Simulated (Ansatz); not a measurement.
Input and output of a field-response calculation (clamped ions) on a 5-atom cell of BaTiO₃ started from a crystallographic database (Ansatz 0.2.0, PBE). Cell and atoms come from a relaxation with r2SCAN.

Input file:
```yaml
crystal:
  lattice:
    - [2.8399983144, 1.6396737913, 2.3313532688]
    - [-2.8399983144, 1.6396737913, 2.3313532688]
    - [0.0, -3.2793475827, 2.3313532687]
  atoms:
    - { symbol: Ba, position: [-0.0032057798, -0.0032057798, -0.0032057798] }
    - { symbol: Ti, position: [0.4833346617, 0.4833346617, 0.4833346617] }
    - { symbol: O, position: [0.5098255445, 0.5098255445, 0.0194200292] }
    - { symbol: O, position: [0.0194200292, 0.5098255445, 0.5098255445] }
    - { symbol: O, position: [0.5098255445, 0.0194200292, 0.5098255445] }
kpoints:
  mp_grid: { grid: [6, 6, 6] }
hamiltonian:
  xc: pbe
scf:
  occupations: { method: fixed }
dielectric: {}
```

Run as `ansatz run input.yaml --threads 4 --pin off --max-ram 7372MiB --backend cpu --events-out ev --progress --plain --runs-dir out`.

Q: What wall time did it need on 4 threads of Arm Neoverse V2, on a shared host, and what peak of host memory did it reach?

A: About 29 s, with a peak of 0.76 GiB.

What the program printed (shortened):
```
Functional definition: PBE
Crystal: 5 atoms, lattice volume = 65.138 Å³
Basis set: ecut = 420 eV, 1309 PW (Γ)
Bands: 25, of which v1, the nominal top of the filled ones, is band 20 counted from 1 (19 counted from 0)
Symmetry: 6 space group operations
k-points: 68 of 216 (irreducible under 2 space group operations, time reversal used)
preconditioner: auto → Resta (q_TF=auto, 2.515 Å⁻¹)  ε∞=5.6  [insulator: Δε(μ)=2.491 eV  ℏωp=26.0 eV]
Free energy (F): -10159.616431 eV
Fermi energy:    10.021308 eV
--- Dielectric response (ions clamped): 3 representative field directions + reference, inside a basis on a mesh of 216 k-points ---
  ε∞ (high-frequency dielectric tensor):
        5.894122     0.000000     0.000000
        0.000000     5.894122     0.000000
        0.000000     0.000000     5.336924
  Born effective charges Z* (e; rows j = field, columns β = displacement):
    site 0:
         2.82236    0.00000    0.00000
         0.00000    2.82236    0.00000
         0.00000    0.00000    2.76031
    site 1:
         6.39075    0.00000    0.00000
         0.00000    6.39075    0.00000
         0.00000    0.00000    5.24814
    site 2:
        -1.94291    0.00000    0.00000
         0.00000   -4.19917    1.39458
         0.00000    1.15623   -2.66948
    site 3:
        -3.63510   -0.97699   -1.20774
        -0.97699   -2.50697   -0.69729
        -1.00132   -0.57811   -2.66948
    site 4:
        -3.63510    0.97699    1.20774
         0.97699   -2.50697   -0.69729
         1.00132   -0.57811   -2.66948
  ε∞ is read to err by 1.7e-2, Z* by 4.1e-2 e
```

ε∞: 5.89 along x and y, 5.34 along z. Born charges, averaged over directions: Ba +2.80, Ti +6.01, O -2.94 e.

Calculated for a static, non-magnetic cell.
